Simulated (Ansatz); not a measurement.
**Equation of state of BP under m-r2SCAN**

```
P B
1.0
     0.00000    2.26900    2.26900
     2.26900    0.00000    2.26900
     2.26900    2.26900    0.00000
P B
1 1
Direct
  0.75000 0.75000 0.75000
  0.00000 0.00000 0.00000
```

The cell was scaled at fixed shape and fractions and run with Ansatz, Ansatz PAW, cutoff 500 eV; m-r2SCAN, k mesh 10 × 10 × 10 on the cell of 2 atoms, fermi-dirac occupations of 0.05 eV, no spin polarisation, no spin-orbit coupling. The potentials were made for PBE. Energies are those that the program minimises, any entropy of the smearing included.

```tsv
V (Å³/atom)	energy over the lowest row (meV/atom)
10.9807	23.716
11.2144	10.027
11.4480	2.304
11.6816	0.000
11.9153	2.624
12.1489	?
12.3825	20.903
```

Question: Fit the third-order Birch-Murnaghan form, give V0, B0 and B′, and predict the energy left open.

Answer: With y = (V0/V)^(2/3), E = E0 + (9 V0 B0/16) [(y - 1)³ B′ + (y - 1)² (6 - 4y)]. Least squares through the rows shown give V0 = 11.6704 Å³/atom, E0 = -0.005 meV, B0 = 169.4 GPa (1 eV/Å³ = 160.218 GPa) and B′ = 3.75, with a largest miss of 0.002 meV. At V = 12.1489 the form with these constants gives 9.726 meV; the run gave 9.727 meV an atom. Measured volume: 11.7 Å³/atom at 299.8 K (arxiv:1906.04101), so the fit lies -0.3 % from it. Measured modulus: 174 GPa at 300 K (arxiv:1901.06272), so the fit lies -2.6 % from it. The runs are for a static lattice.
